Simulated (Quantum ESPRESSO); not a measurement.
# Cu (Fm-3m) in Quantum ESPRESSO: convergence with k mesh

Aim: find how far k mesh must go before the results for Cu settle, at PBEsol. This setting moves, with any that are tied to it; all else stays.

Everything below comes from runs of Quantum ESPRESSO 7.5. Logs are shortened: lines on timing, memory, paths and dates and some standing lists are left out, and cuts for length are marked.

### 1 The structure

The structure is cubic, space group Fm-3m (No. 225). The conventional cell has a = 3.615 Å, b = 3.615 Å, c = 3.615 Å, α = 90.00°, β = 90.00°, γ = 90.00°. Cu (site symmetry m-3m) has 12 Cu at 2.56 Å as nearest neighbours.

### 2 With k mesh 2 × 2 × 2

The input, pw.in:

```
&CONTROL
  calculation = 'scf'
  prefix = 'pwscf'
  outdir = './tmp'
  pseudo_dir = './pseudo'
  tprnfor = .true.
  tstress = .true.
  disk_io = 'nowf'
/
&SYSTEM
  ibrav = 0
  nat = 1
  ntyp = 1
  ecutwfc = 45
  ecutrho = 360
  nbnd = 16
  occupations = 'smearing'
  smearing = 'gaussian'
  degauss = 0.00999582
/
&ELECTRONS
  conv_thr = 2d-10
  electron_maxstep = 120
  mixing_beta = 0.5
/
ATOMIC_SPECIES
Cu    63.5460 cu_pbesol_v1.2.uspp.F.UPF
CELL_PARAMETERS angstrom
   0.0000000000    1.8075000000    1.8075000000
   1.8075000000    0.0000000000    1.8075000000
   1.8075000000    1.8075000000    0.0000000000
ATOMIC_POSITIONS crystal
Cu     0.0000000000    0.0000000000    0.0000000000
K_POINTS automatic
2 2 2 0 0 0
```

Potentials or basis: GBRV 1.5 PBEsol.

Command:

```bash
$ OMP_NUM_THREADS=1 pw.x -in pw.in > pw.out
```

Wall time 2.5 s (1 thread of Arm Neoverse V1, shared host); peak memory 0.05 GiB.

What came out:

* Free energy: -5487.9834 eV
* Pressure: 17.7 GPa
* Band gap on the k mesh: none (metal or under the smearing width)

### 3 With k mesh 4 × 4 × 4

pw.in: that of step 2 with these lines changed.

```diff
@@ -34,2 +34,2 @@
 K_POINTS automatic
-2 2 2 0 0 0
+4 4 4 0 0 0
```

Potentials or basis: GBRV 1.5 PBEsol.

Command:

```bash
$ OMP_NUM_THREADS=1 pw.x -in pw.in > pw.out
```

Run time: 3.6 s. Hardware: 1 thread of Arm Neoverse V1, shared host; peak memory 0.05 GiB.

What came out:

```yaml
Free_energy: -5489.8779 eV
Pressure: -5.4 GPa
Band_gap_on_the_k_mesh: none (metal or under the smearing width)
```

### 4 With k mesh 6 × 6 × 6

pw.in: that of step 3 with these lines changed.

```diff
@@ -34,2 +34,2 @@
 K_POINTS automatic
-4 4 4 0 0 0
+6 6 6 0 0 0
```

Command:

```bash
$ OMP_NUM_THREADS=1 pw.x -in pw.in > pw.out
```

It took 5.9 s on 1 thread of Arm Neoverse V1, shared host; peak memory 0.05 GiB.

What came out:

```yaml
Free_energy: -5489.9801 eV
Pressure: -6.0 GPa
Band_gap_on_the_k_mesh: none (metal or under the smearing width)
```

### 5 With k mesh 8 × 8 × 8

pw.in: that of step 4 with these lines changed.

```diff
@@ -34,2 +34,2 @@
 K_POINTS automatic
-6 6 6 0 0 0
+8 8 8 0 0 0
```

Command:

```bash
$ OMP_NUM_THREADS=1 pw.x -in pw.in > pw.out
```

Wall time 7.5 s (1 thread of Arm Neoverse V1, shared host); peak memory 0.06 GiB.

Results:

- Free energy: -5490.0093 eV
- Pressure: -6.3 GPa
- Band gap on the k mesh: none (metal or under the smearing width)

### 6 With k mesh 10 × 10 × 10

pw.in: that of step 5 with these lines changed.

```diff
@@ -34,2 +34,2 @@
 K_POINTS automatic
-8 8 8 0 0 0
+10 10 10 0 0 0
```

Potentials or basis: GBRV 1.5 PBEsol.

Command:

```bash
$ OMP_NUM_THREADS=1 pw.x -in pw.in > pw.out
```

Run time: 15 s. Hardware: 1 thread of Arm Neoverse V1, shared host; peak memory 0.06 GiB.

The run converged. Its results:

```yaml
Free_energy: -5490.0273 eV
Pressure: -7.1 GPa
Band_gap_on_the_k_mesh: none (metal or under the smearing width)
```

### 7 With k mesh 12 × 12 × 12

pw.in: that of step 6 with these lines changed.

```diff
@@ -34,2 +34,2 @@
 K_POINTS automatic
-10 10 10 0 0 0
+12 12 12 0 0 0
```

Command:

```bash
$ OMP_NUM_THREADS=1 pw.x -in pw.in > pw.out
```

Run time: 19 s. Hardware: 1 thread of Arm Neoverse V1, shared host; peak memory 0.06 GiB.

Results (log left out):

```yaml
Free_energy: -5490.0371 eV
Pressure: -7.1 GPa
Band_gap_on_the_k_mesh: none (metal or under the smearing width)
```

### 8 With k mesh 13 × 13 × 13

pw.in: that of step 7 with these lines changed.

```diff
@@ -34,2 +34,2 @@
 K_POINTS automatic
-12 12 12 0 0 0
+13 13 13 0 0 0
```

Command:

```bash
$ OMP_NUM_THREADS=1 pw.x -in pw.in > pw.out
```

Wall time 18 s (1 thread of Arm Neoverse V1, shared host); peak memory 0.06 GiB.

It converged, with:

```
Free energy            : -5490.0417 eV
Pressure               : -7.2 GPa
Band gap on the k mesh : none (metal or under the smearing width)
```

### 9 With k mesh 16 × 16 × 16

pw.in: that of step 8 with these lines changed.

```diff
@@ -34,2 +34,2 @@
 K_POINTS automatic
-13 13 13 0 0 0
+16 16 16 0 0 0
```

Potentials or basis: GBRV 1.5 PBEsol.

Command:

```bash
$ OMP_NUM_THREADS=1 pw.x -in pw.in > pw.out
```

Run time: 29 s. Hardware: 1 thread of Arm Neoverse V1, shared host; peak memory 0.07 GiB.

It converged, with:

```yaml
Free_energy: -5490.0406 eV
Pressure: -6.9 GPa
Band_gap_on_the_k_mesh: none (metal or under the smearing width)
```

### 10 With k mesh 18 × 18 × 18

pw.in: that of step 9 with these lines changed.

```diff
@@ -34,2 +34,2 @@
 K_POINTS automatic
-16 16 16 0 0 0
+18 18 18 0 0 0
```

Potentials or basis: GBRV 1.5 PBEsol.

Command:

```bash
$ OMP_NUM_THREADS=1 pw.x -in pw.in > pw.out
```

pw.out:

```text
This program is part of the open-source Quantum ESPRESSO suite
     for quantum simulation of materials; please cite
         "P. Giannozzi et al., J. Phys.:Condens. Matter 21 395502 (2009);
         "P. Giannozzi et al., J. Phys.:Condens. Matter 29 465901 (2017);
         "P. Giannozzi et al., J. Chem. Phys. 152 154105 (2020);
     in publications or presentations arising from this work. More details at

     Message from routine setup:
     using ibrav=0 with symmetry is DISCOURAGED, use correct ibrav instead

     G-vector sticks info
     --------------------
     sticks:   dense  smooth     PW     G-vecs:    dense   smooth      PW
     Sum         583     295     97                 9257     3287     645

     Using Slab Decomposition

     bravais-lattice index     =            0
     lattice parameter (alat)  =       4.8305  a.u.
     unit-cell volume          =      79.7006 (a.u.)^3
     number of atoms/cell      =            1
     number of atomic types    =            1
     number of electrons       =        19.00
     number of Kohn-Sham states=           16
     kinetic-energy cutoff     =      45.0000  Ry
     charge density cutoff     =     360.0000  Ry
     scf convergence threshold =      2.0E-10
     mixing beta               =       0.5000
     number of iterations used =            8  plain     mixing
     Exchange-correlation= SLA  PW   PSX  PSC
                           (   1   4  10   8   0   0   0)

     celldm(1)=   4.830501  celldm(2)=   0.000000  celldm(3)=   0.000000
     celldm(4)=   0.000000  celldm(5)=   0.000000  celldm(6)=   0.000000

[... 8 lines left out ...]
               b(3) = (  0.707107  0.707107 -0.707107 )

     PseudoPot. # 1 for Cu read from file:
     cu_pbesol_v1.2.uspp.F.UPF
     Pseudo is Ultrasoft + core correction, Zval = 19.0
     Generated by new atomic code, or converted to UPF format
     Using radial grid of  867 points,  6 beta functions with:
                l(1) =   0
                l(2) =   0
                l(3) =   1
                l(4) =   1
                l(5) =   2
                l(6) =   2
     Q(r) pseudized with  8 coefficients,  rinner =    1.150   1.150   1.150
                                                       1.150   1.150

     atomic species   valence    mass     pseudopotential
     Cu               19.00    63.54600     Cu( 1.00)

     48 Sym. Ops., with inversion, found

   Cartesian axes

     site n.     atom                  positions (alat units)
         1        Cu     tau(   1) = (   0.0000000   0.0000000   0.0000000  )

     number of k points=   195  Gaussian smearing, width (Ry)=  0.0100

     Number of k-points >= 100: set verbosity='high' to print them.

     Dense  grid:     9257 G-vectors     FFT dimensions: (  30,  30,  30)

     Smooth grid:     3287 G-vectors     FFT dimensions: (  24,  24,  24)

     Initial potential from superposition of free atoms

     starting charge      18.0000, renormalised to      19.0000
     Starting wfcs are   13 randomized atomic wfcs +    3 random wfcs

     Self-consistent Calculation

     iteration #  1     ecut=    45.00 Ry     beta= 0.50
     Davidson diagonalization with overlap
     ethr =  1.00E-02,  avg # of iterations =  5.9

     total energy              =    -400.77893899 Ry
     estimated scf accuracy    <       5.43648370 Ry

     iteration #  2     ecut=    45.00 Ry     beta= 0.50
     Davidson diagonalization with overlap
     ethr =  1.00E-02,  avg # of iterations =  3.0

     total energy              =    -402.94338904 Ry
     estimated scf accuracy    <       5.87141689 Ry

     iteration #  3     ecut=    45.00 Ry     beta= 0.50
     Davidson diagonalization with overlap
     ethr =  1.00E-02,  avg # of iterations =  2.0

     total energy              =    -403.52289353 Ry
     estimated scf accuracy    <       0.30250310 Ry

     iteration #  4     ecut=    45.00 Ry     beta= 0.50
     Davidson diagonalization with overlap
     ethr =  1.59E-03,  avg # of iterations =  1.2

     total energy              =    -403.53408469 Ry
     estimated scf accuracy    <       0.11028174 Ry

     iteration #  5     ecut=    45.00 Ry     beta= 0.50
     Davidson diagonalization with overlap
     ethr =  5.80E-04,  avg # of iterations =  1.2

     total energy              =    -403.48750791 Ry
     estimated scf accuracy    <       0.13298714 Ry

     iteration #  6     ecut=    45.00 Ry     beta= 0.50
     Davidson diagonalization with overlap
     ethr =  5.80E-04,  avg # of iterations =  2.0

     total energy              =    -403.51070970 Ry
     estimated scf accuracy    <       0.00136289 Ry

     iteration #  7     ecut=    45.00 Ry     beta= 0.50
     Davidson diagonalization with overlap
     ethr =  7.17E-06,  avg # of iterations =  3.1

     total energy              =    -403.50991844 Ry
     estimated scf accuracy    <       0.00273285 Ry

     iteration #  8     ecut=    45.00 Ry     beta= 0.50
     Davidson diagonalization with overlap
     ethr =  7.17E-06,  avg # of iterations =  2.0

     total energy              =    -403.51066932 Ry
     estimated scf accuracy    <       0.00044049 Ry

     iteration #  9     ecut=    45.00 Ry     beta= 0.50
     Davidson diagonalization with overlap
     ethr =  2.32E-06,  avg # of iterations =  1.1

     total energy              =    -403.51045825 Ry
     estimated scf accuracy    <       0.00075204 Ry

     iteration # 10     ecut=    45.00 Ry     beta= 0.50
     Davidson diagonalization with overlap
     ethr =  2.32E-06,  avg # of iterations =  1.1

     total energy              =    -403.51054018 Ry
     estimated scf accuracy    <       0.00001024 Ry

     iteration # 11     ecut=    45.00 Ry     beta= 0.50
     Davidson diagonalization with overlap
     ethr =  5.39E-08,  avg # of iterations =  2.0

     total energy              =    -403.51054174 Ry
     estimated scf accuracy    <       0.00000174 Ry

     iteration # 12     ecut=    45.00 Ry     beta= 0.50
     Davidson diagonalization with overlap
     ethr =  9.14E-09,  avg # of iterations =  1.0

     total energy              =    -403.51054113 Ry
     estimated scf accuracy    <       0.00000137 Ry

     iteration # 13     ecut=    45.00 Ry     beta= 0.50
     Davidson diagonalization with overlap
     ethr =  7.20E-09,  avg # of iterations =  2.0

     total energy              =    -403.51054149 Ry
     estimated scf accuracy    <       0.00000014 Ry

     iteration # 14     ecut=    45.00 Ry     beta= 0.50
     Davidson diagonalization with overlap
     ethr =  7.58E-10,  avg # of iterations =  1.0

     total energy              =    -403.51054147 Ry
     estimated scf accuracy    <       0.00000012 Ry

     iteration # 15     ecut=    45.00 Ry     beta= 0.50
     Davidson diagonalization with overlap
     ethr =  6.40E-10,  avg # of iterations =  1.0

     total energy              =    -403.51054147 Ry
     estimated scf accuracy    <       0.00000002 Ry

     iteration # 16     ecut=    45.00 Ry     beta= 0.50
     Davidson diagonalization with overlap
     ethr =  1.17E-10,  avg # of iterations =  1.0

     total energy              =    -403.51054147 Ry
     estimated scf accuracy    <          3.9E-10 Ry

     iteration # 17     ecut=    45.00 Ry     beta= 0.50
     Davidson diagonalization with overlap
     ethr =  2.05E-12,  avg # of iterations =  2.1

     total energy              =    -403.51054147 Ry
     estimated scf accuracy    <          2.0E-10 Ry

     iteration # 18     ecut=    45.00 Ry     beta= 0.50
     Davidson diagonalization with overlap
     ethr =  1.07E-12,  avg # of iterations =  1.0

     total energy              =    -403.51054147 Ry
     estimated scf accuracy    <          2.8E-10 Ry

     iteration # 19     ecut=    45.00 Ry     beta= 0.50
     Davidson diagonalization with overlap
     ethr =  1.07E-12,  avg # of iterations =  1.0

     End of self-consistent calculation

     Number of k-points >= 100: set verbosity='high' to print the bands.

     the Fermi energy is    15.8630 ev

!    total energy              =    -403.51054147 Ry
     estimated scf accuracy    <          2.3E-11 Ry
     smearing contrib. (-TS)   =      -0.00022614 Ry
     internal energy E=F+TS    =    -403.51031533 Ry

     The total energy is F=E-TS. E is the sum of the following terms:
     one-electron contribution =    -268.18958508 Ry
     hartree contribution      =     145.35566640 Ry
     xc contribution           =     -38.39151880 Ry
     ewald contribution        =    -242.28487785 Ry

     convergence has been achieved in  19 iterations

     Forces acting on atoms (cartesian axes, Ry/au):

     atom    1 type  1   force =     0.00000000    0.00000000    0.00000000

     Total force =     0.000000     Total SCF correction =     0.000000

     Computing stress (Cartesian axis) and pressure

          total   stress  (Ry/bohr**3)                   (kbar)     P=      -70.47
  -0.00047905  -0.00000000  -0.00000000          -70.47       -0.00       -0.00
  -0.00000000  -0.00047905  -0.00000000           -0.00      -70.47       -0.00
  -0.00000000  -0.00000000  -0.00047905           -0.00       -0.00      -70.47

=------------------------------------------------------------------------------=
   JOB DONE.
=------------------------------------------------------------------------------=
```

Run time: 45 s. Hardware: 1 thread of Arm Neoverse V1, shared host; peak memory 0.07 GiB.

Results:

```yaml
Free_energy: -5490.0406 eV
Pressure: -7.0 GPa
Band_gap_on_the_k_mesh: none (metal or under the smearing width)
```

### 11 Result

| k mesh | energy less the tightest run, at zero smearing (meV/atom) | pressure (GPa) | SCF cycles | CPU time (s) | peak memory (GiB) |
| --- | --- | --- | --- | --- | --- |
| 2 × 2 × 2 | 2076.31 | 17.70 | 22 | 2.5 | 0.05 |
| 4 × 4 × 4 | 164.35 | -5.37 | 20 | 3.6 | 0.05 |
| 6 × 6 × 6 | 63.00 | -6.01 | 22 | 5.9 | 0.05 |
| 8 × 8 × 8 | 32.73 | -6.28 | 17 | 7.5 | 0.06 |
| 10 × 10 × 10 | 14.44 | -7.07 | 22 | 15 | 0.06 |
| 12 × 12 × 12 | 3.42 | -7.12 | 21 | 19 | 0.06 |
| 13 × 13 × 13 | -1.16 | -7.23 | 16 | 18 | 0.06 |
| 16 × 16 × 16 | -0.07 | -6.93 | 16 | 29 | 0.07 |
| 18 × 18 × 18 | 0.00 | -7.05 | 19 | 45 | 0.07 |

Against the tightest run, the energy stays within 1 meV/atom from 16 × 16 × 16 on. Not settled before the last step: the pressure (to 0.1 GPa). Meshes of other sizes hit other points, so gaps and Fermi surfaces needn't settle smoothly. The tightest run that finished is the yardstick and may itself not be fully converged.
